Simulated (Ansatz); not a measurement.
**MgH2 in Ansatz: convergence with xc grid**

The system is MgH2.

```
Mg H
1.0
     0.00000    2.38107    2.38107
     2.38107    0.00000    2.38107
     2.38107    2.38107    0.00000
Mg H
1 2
Direct
  0.00000 0.00000 0.00000
  0.25000 0.25000 0.25000
  0.75000 0.75000 0.75000
```

Measurements of this composition are mostly on another form, of space group No. 136.

| Quantity | Value |
| --- | --- |
| Program | Ansatz 0.2.0 |
| Task | convergence study |
| Functional | r2SCAN |
| Potentials or basis | PseudoDojo standard (PBE files) |
| Cutoff | 1143 eV |
| Density cutoff | 4572 eV |
| k mesh | 8 × 8 × 8 |
| Occupations | fermi-dirac, width 0.05 eV |
| Spin | no spin polarisation |

These are the settings of the first run; the series varies xc grid, with any setting tied to it.

Hardware: 2 threads of Arm Neoverse V2, with other jobs on the host.

| xc grid | energy less the tightest run, at zero smearing (meV/atom) | SCF cycles | CPU time (s) | peak memory (GiB) |
| --- | --- | --- | --- | --- |
| 1 | -0.06 | 7 | 2.9 | 0.29 |
| 2 | -0.02 | 7 | 3.1 | 0.29 |
| 3 | 0.00 | 7 | 3.2 | 0.29 |
| 4 | 0.00 | 7 | 3.4 | 0.29 |
| 5 | 0.00 | 7 | 3.6 | 0.29 |

Against the tightest run, the energy stays within 1 meV/atom from 1 on. The tightest run that finished is the yardstick and may itself not be fully converged.

Caveat, for the tightest run too: the meta-GGA runs on potentials made for a GGA.
